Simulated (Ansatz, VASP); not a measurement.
**Ag: VASP beside Ansatz**

The input INCAR:

```
SYSTEM = Ag
ALGO     = Normal         ! electronic algorithm
EDIFF    = 1E-7           ! SCF threshold, eV
ENCUT    = 520            ! plane-wave cutoff, eV
GGA      = PE             ! functional
ISIF     = 2              ! what is computed and relaxed
ISMEAR   = -1             ! smearing method
LASPH    = .TRUE.         ! aspherical terms in the spheres
LCHARG   = .FALSE.        ! write CHGCAR
LREAL    = .FALSE.        ! projectors in reciprocal space
LWAVE    = .FALSE.        ! write WAVECAR
NBANDS   = 12             ! bands
NELM     = 80             ! most SCF steps
PREC     = Accurate       ! precision mode
SIGMA    = 0.05           ! smearing width, eV
```

File KPOINTS:

```
k-points
0
G
  11 11 11
  0 0 0
```

The input POSCAR:

```
Ag
1.0
    0.0000000000      2.0010495236      2.0010495236
    2.0010495236      0.0000000000      2.0010495236
    2.0010495236      2.0010495236      0.0000000000
Ag
1
Direct
    0.0000000000      0.0000000000      0.0000000000
```

The input input.yaml:

```yaml
crystal:
  lattice:
    - [0.0, 2.0010495236, 2.0010495236]
    - [2.0010495236, 0.0, 2.0010495236]
    - [2.0010495236, 2.0010495236, 0.0]
  atoms:
    - { symbol: Ag, position: [0.0, 0.0, 0.0] }
hamiltonian:
  xc: pbe
  pseudopotentials: { kind: paw }
kpoints:
  mp_grid: { grid: [11, 11, 11] }
scf:
  occupations: { method: fermi_dirac, width: 0.05 }
output:
  forces: true
  stress: true
  eigenvalues: true
  write_density: true
  write_potential: true
  elf: true
  volumetric_format: npy
```

Change from the starting cell: volume scaled by 0.94.

Alike in both runs: task single point; functional PBE; k mesh 11 × 11 × 11; occupations fermi-dirac, width 0.05 eV; no spin polarisation.

|  | VASP | Ansatz |
| --- | --- | --- |
| version | VASP 6.6.1 | Ansatz 0.2.0 |
| potentials or method | VASP PAW PBE potentials, release 64 (Ag) | Ansatz PAW |
| plane-wave cutoff (eV) | 520 | 420 |
| valence electrons in the cell | 11 | 19 |

|  | VASP | Ansatz | Ansatz less VASP |
| --- | --- | --- | --- |
| gap on the k mesh at the Fermi level (eV) | none | none | - |
| pressure (GPa) | 12.7 | 13.0 | +0.27 |

A gap of «none» marks a metal or a gap that the smearing closes. With one functional, cell and mesh, what is left measures potentials, basis and numerics. The two sets of potentials don't hold the same shells in valence.
